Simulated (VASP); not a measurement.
## CdS: pressure against volume per atom

All results are calculated (VASP 6.6.1). Plane-wave PAW density functional theory at fixed cell and atoms, no spin polarisation; stress and pressure are positive in compression.

Cell of the first row (space group F-43m, No. 216):
```
CdS
1.0
      0.0000     2.8216     2.8216
      2.8216     0.0000     2.8216
      2.8216     2.8216     0.0000
Cd S
1 1
Direct
  0.00000 0.00000 0.00000
  0.25000 0.25000 0.25000
```

Settings of every row: functional PBE; spin orbit no; screening parameter 0 Å⁻¹; occupations Fermi-Dirac; smearing width 0.02 eV; wave cutoff 520 eV; datasets recommended PBE set; valence electrons 18; k mesh a 8; k mesh b 8; k mesh c 8.

```
row  volume per atom (Å³)  pressure (GPa)
  1                22.465           11.55
  2                23.174            8.56
  3                23.899            5.95
  4                24.638            3.68
  5                25.392               ?
  6                26.161               0
  7                26.946           -1.47
  8                27.746           -2.74
  9                28.562           -3.82
```

Question: what pressure should row 5 give?

Worked fit of pressure. Take u = (V_r/V)^(2/3) − 1 with V_r = 25.4 Å³ an atom, which is twice the finite (Eulerian) strain; such expansions in the strain, on which the Birch-Murnaghan equation of state is built, carry the rest volume and the bulk modulus. The shown rows have u = 0.0853, 0.06305, 0.04144, 0.02051, -0.01949, -0.03862, -0.05719, -0.07524. Least squares give pressure = 1.688 + 91.59 × u + 261.6 × u² + 233 × u³ GPa; a parabola predicts inner rows, each left out in turn, worse (root mean square 0.031 against 0.0024 GPa). All shown rows lie on it to the printed digit. The pressure vanishes at u = -0.0195, or V = 26.16 Å³ an atom, and there the bulk modulus at fixed shape and fractions is B = −V dP/dV = (2/3)(1 + u) dP/du = 53.4 GPa. The withheld row has u = 0.00021, so the fit gives 1.688 + 91.59 × (0.00021) + 261.6 × (0.00021)² + 233 × (0.00021)³ = 1.71 GPa.

The calculation gave 1.71 GPa. The fit meets it to the printed digit.
